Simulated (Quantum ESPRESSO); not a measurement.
Hf in Quantum ESPRESSO: convergence with smearing width

Input of the first run (smearing width 0.5 eV); the others differ in this setting and in those tied to it:

Contents of pw.in:

```
&CONTROL
  calculation = 'scf'
  prefix = 'pwscf'
  outdir = './tmp'
  pseudo_dir = './pseudo'
  tprnfor = .true.
  tstress = .true.
  disk_io = 'nowf'
/
&SYSTEM
  ibrav = 0
  nat = 2
  ntyp = 1
  ecutwfc = 60
  nbnd = 19
  occupations = 'smearing'
  smearing = 'fd'
  degauss = 0.03674932
/
&ELECTRONS
  conv_thr = 4d-10
  electron_maxstep = 120
  mixing_beta = 0.5
/
ATOMIC_SPECIES
Hf   178.4900 Hf-sp.oncvpsp.upf
CELL_PARAMETERS angstrom
   3.1967000000    0.0000000000    0.0000000000
  -1.5983500000    2.7684234083    0.0000000000
   0.0000000000    0.0000000000    5.0578000000
ATOMIC_POSITIONS crystal
Hf     0.6666666667    0.3333333333    0.7500000000
Hf     0.3333333333    0.6666666667    0.2500000000
K_POINTS automatic
10 10 5 0 0 0
```

Potentials or basis: SSSP 1.3 efficiency PBE.

The run is started by

```bash
$ OMP_NUM_THREADS=1 pw.x -in pw.in > pw.out
```

Hardware: 1 thread of Arm Neoverse V2, on a shared host.

Task: The values tried are 0.5 eV, 0.3 eV, 0.2 eV, 0.136 eV, 0.1 eV, 0.05 eV, 0.025 eV, 0.01 eV, loosest first. From which on does the pressure stay within 0.1 GPa of the tightest run that finished?

Result: From 0.05 eV on.

```tsv
smearing width	energy less the tightest run, at zero smearing (meV/atom)	pressure (GPa)	SCF cycles	CPU time (s)	peak memory (GiB)
0.5 eV	27.78	4.09	7	21	0.08
0.3 eV	18.52	1.96	8	23	0.08
0.2 eV	8.08	1.25	8	22	0.08
0.136 eV	3.19	0.96	8	22	0.08
0.1 eV	1.48	0.82	8	22	0.08
0.05 eV	-0.03	0.65	8	22	0.08
0.025 eV	-0.17	0.62	8	23	0.08
0.01 eV	0.00	0.67	7	20	0.08
```

Against the tightest run, the energy stays within 1 meV/atom from 0.05 eV on. Narrower smearing needs a denser k mesh, so at a fixed mesh the narrowest width isn't the most accurate. The tightest run that finished is the yardstick and may itself not be fully converged.

The run has no spin-orbit coupling, so splittings on Hf are missing.
